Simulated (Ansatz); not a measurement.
# LiF: the cost of one run

Program: Ansatz 0.2.0. Level of theory: DFT r2SCAN, scalar-relativistic, plane waves, PAW. These are calculated values, not measurements.

1 further run of the same task is left out (it didn't finish).

### 1 The structure to begin with

The structure is cubic, space group Fm-3m (No. 225). The conventional cell has a = 4.068 Å, b = 4.068 Å, c = 4.068 Å, α = 90.00°, β = 90.00°, γ = 90.00°. Li (site symmetry m-3m) is surrounded by 6 F at 2.03 Å. F (site symmetry m-3m) has 6 Li at 2.03 Å as nearest neighbours.

Structure file:

```cif
data_structure
_symmetry_space_group_name_H-M 'P 1'
_symmetry_Int_Tables_number 1
_cell_length_a 2.8763
_cell_length_b 2.8763
_cell_length_c 2.8763
_cell_angle_alpha 60.000
_cell_angle_beta 60.000
_cell_angle_gamma 60.000
_cell_volume 16.83
loop_
_atom_site_label
_atom_site_type_symbol
_atom_site_fract_x
_atom_site_fract_y
_atom_site_fract_z
_atom_site_occupancy
Li1 Li 0.50000 0.50000 0.50000 1
F1 F 0.00000 0.00000 0.00000 1
```

It is the end of an earlier relaxation with the same method, from a generated guess; it is a trial structure. At a tolerance of 0.02 Å it has space group Fm-3m (No. 225); it has 8.41 Å³/atom, an uncorrected energy of -2.95 eV/atom over the elements and, on its mesh, gap 8.83 eV.

### 2 Level of theory: r2SCAN

The input, input.yaml:

```yaml
crystal:
  lattice:
    - [0.0, 2.0338410148, 2.0338410148]
    - [2.0338410148, 0.0, 2.0338410148]
    - [2.0338410148, 2.0338410148, 0.0]
  atoms:
    - { symbol: Li, position: [0.5, 0.5, 0.5] }
    - { symbol: F, position: [0.0, 0.0, 0.0] }
basis:
  ecutwfc: 500
kpoints:
  mp_grid: { grid: [10, 10, 10] }
  band_path:
    path:
      - [[0.0, 0.0, 0.0], [0.5, 0.0, 0.5], [0.625, 0.25, 0.625]]
      - [[0.375, 0.375, 0.75], [0.0, 0.0, 0.0], [0.5, 0.5, 0.5], [0.5, 0.25, 0.75], [0.5, 0.0, 0.5]]
    npoints: 14
hamiltonian:
  xc: r2scan
scf:
  occupations: { method: gaussian, width: 0.02 }
  n_extra_bands: 6
output:
  forces: true
  stress: true
  eigenvalues: true
  populations: true
  dos: { projected: true, de: 0.02, nscf_kmesh: { grid: [15, 15, 15] } }
  bader: true
  write_density: true
  write_potential: true
  elf: true
  volumetric_format: npy
```

On the command line:

```sh
$ ansatz run input.yaml --threads 1 --pin off --max-ram 2560MiB --backend cpu --events-out ev --progress --plain --runs-dir out
```

**Question.** How long does this run take on 1 thread of Arm Neoverse V2, shared host, and how much memory does it need?

About 9.7 s, with a peak of 0.32 GiB.
